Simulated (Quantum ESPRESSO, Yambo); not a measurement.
# AlN (P6_3mc): G0W0 with Yambo, start to end, part 2 of 3

How does a plane-wave GW calculation on AlN (P6_3mc) run from the first input to the gap?

Quantum ESPRESSO 7.5 and Yambo 5.3.0; PBE and many-body steps on it, plane waves. Known limits of the many-body steps: not at the basis limit; coarse k mesh.

So far. Step 2 (Ground state): The gap is direct, at Γ. Step 3 (Bands along the symmetry lines): The gap is 4.221 eV, as in the run before at this level.

The database entry behind the starting cell differs from later determinations by our own check (inner coordinate u about 0.002 short), so it need not match the best structure at ambient conditions.

### 4. Empty states on the mesh, 3×3×4 mesh, 69 bands

Level of this step: DFT, PBE, plane waves, norm-conserving pseudopotentials (Quantum ESPRESSO).

The sums over transitions need many empty states on a uniform mesh; this step solves for them.

Contents of pw.in:

```
&control
  calculation = 'nscf'
  prefix = 'x'
  outdir = 'o'
  pseudo_dir = 'pseudo'
/
&system
  ibrav = 0
  nat = 4
  ntyp = 2
  ecutwfc = 72.0
  nbnd = 69
  force_symmorphic = .true.
/
&electrons
  conv_thr = 1e-9
  electron_maxstep = 80
  diago_full_acc = .true.
  diago_thr_init = 5e-6
/
ATOMIC_SPECIES
  Al 26.982 Al.upf
  N 14.007 N.upf
CELL_PARAMETERS angstrom
  3.1130000000 -0.0000000000 0.0000000000
  -1.5565000000 2.6959370820 0.0000000000
  0.0000000000 0.0000000000 4.9810000000
ATOMIC_POSITIONS crystal
  Al 0.3333333333 0.6666666667 0.0000000000
  Al 0.6666666667 0.3333333333 0.5000000000
  N 0.3333333333 0.6666666667 0.3800000000
  N 0.6666666667 0.3333333333 0.8800000000
K_POINTS automatic
  3 3 4 0 0 0
```

Run with:

```sh
> OMP_NUM_THREADS=1 mpirun -n 8 pw.x -nk 4 -in pw.in > pw.out
```

The log of the run:

```text
[banner, memory and clock lines left out]
Program PWSCF v.7.5 starts

     Atomic positions and unit cell read from directory:
     o/x.save/

     Message from routine setup:
     using ibrav=0 with symmetry is DISCOURAGED, use correct ibrav instead

     bravais-lattice index     =            0
     lattice parameter (alat)  =       5.8827  a.u.
     unit-cell volume          =     282.0993 (a.u.)^3
     number of atoms/cell      =            4
     number of atomic types    =            2
     number of electrons       =        16.00
     number of Kohn-Sham states=           69
     kinetic-energy cutoff     =      72.0000  Ry
     charge density cutoff     =     288.0000  Ry
     Exchange-correlation= PBE
                           (   1   4   3   4   0   0   0)

     celldm(1)=   5.882717  celldm(2)=   0.000000  celldm(3)=   0.000000
     celldm(4)=   0.000000  celldm(5)=   0.000000  celldm(6)=   0.000000

     crystal axes: (cart. coord. in units of alat)
               a(1) = (   1.000000  -0.000000   0.000000 )
               a(2) = (  -0.500000   0.866025   0.000000 )
               a(3) = (   0.000000   0.000000   1.600064 )

     reciprocal axes: (cart. coord. in units 2 pi/alat)
               b(1) = (  1.000000  0.577350 -0.000000 )
               b(2) = (  0.000000  1.154701 -0.000000 )
               b(3) = ( -0.000000 -0.000000  0.624975 )
     Pseudo is Norm-conserving + core correction, Zval =  3.0
     Generated using ONCVPSP code by D. R. Hamann
     Using radial grid of 1876 points,  6 beta functions with:
     Pseudo is Norm-conserving + core correction, Zval =  5.0
     Generated using ONCVPSP code by D. R. Hamann
     Using radial grid of 1058 points,  4 beta functions with:
     Al                3.00    26.98200     Al( 1.00)
     N                 5.00    14.00700     N ( 1.00)

      6 Sym. Ops. (no inversion) found

   Cartesian axes

     site n.     atom                  positions (alat units)
         1        Al     tau(   1) = (  -0.0000000   0.5773503   0.0000000  )
         2        Al     tau(   2) = (   0.5000000   0.2886751   0.8000321  )
         3        N      tau(   3) = (  -0.0000000   0.5773503   0.6080244  )
         4        N      tau(   4) = (   0.5000000   0.2886751   1.4080565  )

     number of k points=    10
                       cart. coord. in units 2pi/alat
        k(    1) = (   0.0000000   0.0000000   0.0000000), wk =   0.0555556
        k(    2) = (   0.0000000   0.0000000   0.1562437), wk =   0.1111111
        k(    3) = (   0.0000000   0.0000000  -0.3124875), wk =   0.0555556
[...]
k(    9) = (   0.3333333   0.5773503  -0.3124875), wk =   0.1111111
        k(   10) = (   0.0000000  -0.3849002   0.1562437), wk =   0.3333333

     Dense  grid:    23187 G-vectors     FFT dimensions: (  32,  32,  54)

     The potential is recalculated from file :
     o/x.save/charge-density

     Starting wfcs are   16 randomized atomic wfcs +   53 random wfcs

     Band Structure Calculation

     End of band structure calculation

          k = 0.0000 0.0000 0.0000 (  2863 PWs)   bands (ev):

    -8.0385  -5.8877   1.1322   6.2756   6.2756   6.9268   6.9268   7.1067
    11.3272  13.7824  17.6990  18.2976  18.2976  20.2844  20.2886  20.2886
    21.6418  21.6418  21.9213  24.4378  24.4378  26.5454  29.5081  29.8483
[...]
70.6187  70.6188  70.6938  70.6938  72.5978

          k = 0.0000 0.0000 0.1562 (  2893 PWs)   bands (ev):

[...]
70.3703  70.3703  71.7215  71.7215  72.5534

          k = 0.0000 0.0000-0.3125 (  2858 PWs)   bands (ev):

[...]
55.9201  55.9201  57.8163  57.8163  61.7766  61.7766  64.7753  64.7753
    65.8752  65.8752  65.8752  65.8752  67.4600  67.4600  67.4600  67.4600
    70.8077  70.8077  71.3464  71.3464  73.1164

          k = 0.0000 0.3849 0.0000 (  2892 PWs)   bands (ev):

     [... further k-points ...]

     highest occupied, lowest unoccupied level (ev):     7.1067   11.3272

     XML data file, pseudopotentials, collected wavefunctions
```

It took 2.7 s on 8 MPI ranks of Arm Neoverse V2, shared host; peak memory 0.41 GiB.

This step gave:

```
gap                                                           : 4.221 eV
k of the valence top                                          : 0, 0, 0
k of the conduction bottom                                    : 0, 0, 0
least direct gap                                              : 4.221 eV
k points computed                                             : 10
lowest point of the top converged band, above the valence top : 63.2687 eV
```

On this mesh the gap is 4.221 eV.

### 5. Conversion and set-up

This step: Yambo 5.3.0; conversion and set-up on PBE, plane waves, norm-conserving pseudopotentials.

The states are converted to the many-body program's format and the q mesh is built.

Run with:

```sh
> (cd o/x.save; p2y > p2y.log; mv SAVE ../..); yambo > setup.log
```

The log of the run:

```text
 Yambo, version 5.3.0

 [02] CORE Variables Setup
 =========================

  [02.01] Unit cells
  ==================

  Cell kind             :  HCP
  Atoms in the cell     :  Al  N
  number of Al atoms    :  2
  number of N  atoms    :  2

  List of atomic masses
  Mass of Al    :  26.98200
  Mass of N     :  14.00700

  List of atomic coordinates    : [cc]
  Al1       : -0.29414E-09   3.3964       0.0000      order 1
  Al2       :  2.941359  1.698194  4.706363  order 2
  N1       : -0.29414E-09   3.3964       3.5768      order 3
  N2       :  2.941359  1.698194  8.283199  order 4

  Alat factors          :  5.882717  5.094583  9.412726 [a.u.]
  Direct lattice volume :  282.0993 [a.u.]
  Direct lattice vectors:  A[ 1 ]  A[ 2 ]  A[ 3 ]
   A[ 1 ]:  1.000000 -0.000000  0.000000  [iru]
   5.882717 -0.000000  0.000000  [cc]
   A[ 2 ]: -0.500000  1.000000  0.000000  [iru]
  -2.941359  5.094583  0.000000  [cc]
   A[ 3 ]:  0.000000  0.000000  1.000000  [iru]
   0.000000  0.000000  9.412726  [cc]

  Recip. lattice volume :  0.879301 [a.u.]
  Recip. lattice vectors:  B[ 1 ]  B[ 2 ]  B[ 3 ]
   B[ 1 ]:  1.000000  0.500000  0.000000  [iku]
   1.068075  0.616654 -0.000000  [cc]
   B[ 2 ]:  0.000000  1.000000  0.000000  [iku]
   0.000000  1.233307 -0.000000  [cc]
   B[ 3 ]:  0.000000  0.000000  1.000000  [iku]
  -0.000000 -0.000000  0.667520  [cc]

  [02.02] Symmetries
  ==================

  Inversion symmetry    : yes
  Spatial inversion     : no
  Inversion index       :   7
  K-space Time-reversal : yes
  Magnetic symmetries   : no
  Time-reversal derived K-space symmetries:   7  12
  Group table correct   : yes
  Symmetries units      :  [cc]

   [S  1]:   1.0000       0.0000       0.0000     -0.10606E-18   1.0000       0.0000       0.0000       0.0000       1.0000
   [S  2]: -0.500000  0.866025  0.000000 -0.866025 -0.500000  0.000000  0.000000  0.000000  1.000000
   [S  3]: -0.500000 -0.866025  0.000000  0.866025 -0.500000  0.000000  0.000000  0.000000  1.000000
   [S  4]:  -1.0000       0.0000       0.0000      0.10606E-18   1.0000       0.0000       0.0000       0.0000       1.0000
   [S  5]:  0.500000  0.866025  0.000000  0.866025 -0.500000  0.000000  0.000000  0.000000  1.000000
   [S  6]:  0.500000 -0.866025  0.000000 -0.866025 -0.500000  0.000000  0.000000  0.000000  1.000000
   [S* 7]:  -1.0000      -0.0000      -0.0000      0.10606E-18  -1.0000      -0.0000      -0.0000      -0.0000      -1.0000
   [S* 8]:  0.500000 -0.866025 -0.000000  0.866025  0.500000 -0.000000 -0.000000 -0.000000 -1.000000
   [S* 9]:  0.500000  0.866025 -0.000000 -0.866025  0.500000 -0.000000 -0.000000 -0.000000 -1.000000
   [S*10]:   1.0000      -0.0000      -0.0000     -0.10606E-18  -1.0000      -0.0000      -0.0000      -0.0000      -1.0000
   [S*11]: -0.500000 -0.866025 -0.000000 -0.866025  0.500000 -0.000000 -0.000000 -0.000000 -1.000000
[...]
K_min[ 3 ] :  0.33333      0.23545E-11   0.0000     [rlu]
  Grid dimensions      :   4   3   3
  K lattice UC volume  :  0.024425 [a.u.]

  IBZ K-points                                      :  10
  BZ  K-points                                      :   36

  K/Q-points units:
  rlu = crystal or reduced units; cc = cartesian coordinates; iku = interal k-units

  K [ 1]         [rlu]:  0.000000  0.000000  0.000000
         WF components:  2863
  K [ 2]         [rlu]:  0.000000  0.000000  0.250000
         WF components:  2893
  K [ 3]         [rlu]:  0.000000  0.000000 -0.500000
         WF components:  2858
[...]
K [ 8]         [rlu]:  0.333333  0.333333  0.250000
[...]
K [ 9]         [rlu]:  0.333333  0.333333 -0.500000
         WF components:  2934
  K [10]         [rlu]:  0.000000 -0.333333  0.250000
         WF components:  2910

  [02.05] Energies & Occupations
  ==============================

  [X] === General ===
  [X] Electronic Temperature                        :  0.000000  0.000000 [eV K]
  [X] Bosonic    Temperature                        :  0.000000  0.000000 [eV K]
  [X] Finite Temperature mode                       : no
  [X] El. density                                   :  0.38275E+24 [cm-3]
  [X] Fermi Level                                   :  7.106654 [eV]

  [X] === Gaps and Widths ===
  [X] Conduction Band Min                           :  4.220514 [eV]
  [X] Valence Band Max                              :  0.000000 [eV]
  [X] Filled Bands                                  :   8
  [X] Empty Bands                                   :    9   69
  [X] Direct Gap                                    :  4.220514 [eV]
  [X] Direct Gap localized at k                     :  1
  [X] Indirect Gap                                  :  4.220514 [eV]
  [X] Indirect Gap between kpts                     :  1  1
  [X] Last valence band width                       :  2.371267 [eV]
  [X] 1st conduction band width                     :  3.218768 [eV]

  E @ K [ 1]:  [eV]
  -15.14520 -12.99438  -5.97442  -0.83104  -0.83104  -0.17988  -0.17988   0.00000
[...]
occ @ K [ 1]
[...]
E @ K [ 2]:  [eV]
[...]
occ @ K [ 2]
[...]
E @ K [ 3]:  [eV]
[...]
occ @ K [ 3]
[...]
E @ K [ 8]:  [eV]
[...]
occ @ K [ 8]
[...]
E @ K [ 9]:  [eV]
[...]
occ @ K [ 9]
[...]
E @ K [10]:  [eV]
[...]
occ @ K [10]
   2.000000  2.000000  2.000000  2.000000  2.000000  2.000000  2.000000  2.000000
   0.000000  0.000000  0.000000  0.000000  0.000000  0.000000  0.000000  0.000000

 [03] Transferred momenta grid and indexing
 ==========================================

 IBZ Q-points                                      :  10
 BZ  Q-points                                      :   36

 K/Q-points units:
 rlu = crystal or reduced units; cc = cartesian coordinates; iku = interal k-units

 Q [ 1]         [rlu]:  0.000000  0.000000  0.000000
 Q [ 2]         [rlu]:  0.000000  0.000000  0.250000
 Q [ 3]         [rlu]:  0.000000  0.000000 -0.500000
[...]
Q [ 8]         [rlu]:  0.333333  0.333333  0.250000
 Q [ 9]         [rlu]:  0.333333  0.333333 -0.500000
 Q [10]         [rlu]:  0.40821E-19 -0.33333      0.25000

  [03.01] X indexes
  =================

   [03.01.01] Sigma indexes
   ========================

 [06] Game Over & Game summary
```

Wall time 1.9 s (1 MPI rank); peak memory 0.23 GiB.

[end of part 2 of 3]

[Paths, hosts, dates, memory and timing lines, banners, echoed tables and standing remarks are left out of the program output.]

[Logs are printed without paths, hosts, clocks, repeated set-up lines and the standing remarks that a program may print on its own settings, such as how far it seeks lower states.]

[Runs of the session that timed out or met a known fault of the program may be left out.]

[Hosts, paths, dates, database ids (printed as entryN), source tags and the programs' standing remarks are cut or masked in the printed files.]
